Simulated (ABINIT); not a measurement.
A run of ABINIT 10.8.3 (patched build):

File run.abi:

```
ndtset 2

pp_dirpath "./"
pseudos "N.LDA_PW-JTH.xml, B.LDA_PW-JTH.xml"

acell 3*1.0
rprim
     2.3642775188     1.3650162619     6.3739222586
    -2.3642775188     1.3650162619     6.3739222586
     0.0000000000    -2.7300325238     6.3739222586
ntypat 2
znucl 7 5
natom 2
typat 1 2
xred
     0.6672382000     0.6672382000     0.6672382000
     0.0003288000     0.0003288000     0.0003288000

ecut 31.0
pawecutdg 53.0
pawovlp 30

ixc -208012
usekden 1
pawxcdev 0

occopt 3
tsmear 0.05 eV

nstep 100
diemix 0.3
optforces 0
optstress 0

iomode 3
prtwf 0
prteig 0
prtebands 0
enunit 1
prtden1 1
prtkden1 1
prtvha1 1
prtvclmb1 1
prtpot1 1

kptopt1 1
ngkpt1 12 12 12
nshiftk1 1
shiftk1 0.0 0.0 0.0
nband1 8
tolvrs1 1.0e-7

iscf2 -2
getden2 1
getkden2 1
nband2 14
nbdbuf2 4
tolwfr2 1.0e-11
kptopt2 -2
ndivsm2 6
prteig2 1
kptbounds2
     0.0000000000     0.0000000000     0.0000000000
     0.5000000000     0.0000000000     0.0000000000
     0.5000000000     0.1972419765    -0.1972419765
```

Potentials or basis: JTH PAW LDA v2.0.

Launch:

```console
$ abinit run.abi > log 2>&1
```

Hardware: 1 thread of Arm Neoverse V1 (shared host).

Task: Estimate the wall time of this run.

Result: Wall time 15 min on 1 thread of Arm Neoverse V1, on a shared host, peak memory 0.17 GiB. Counts: scf iterations 34, mpi ranks 1, k points 189, bands 8, plane waves 1030.
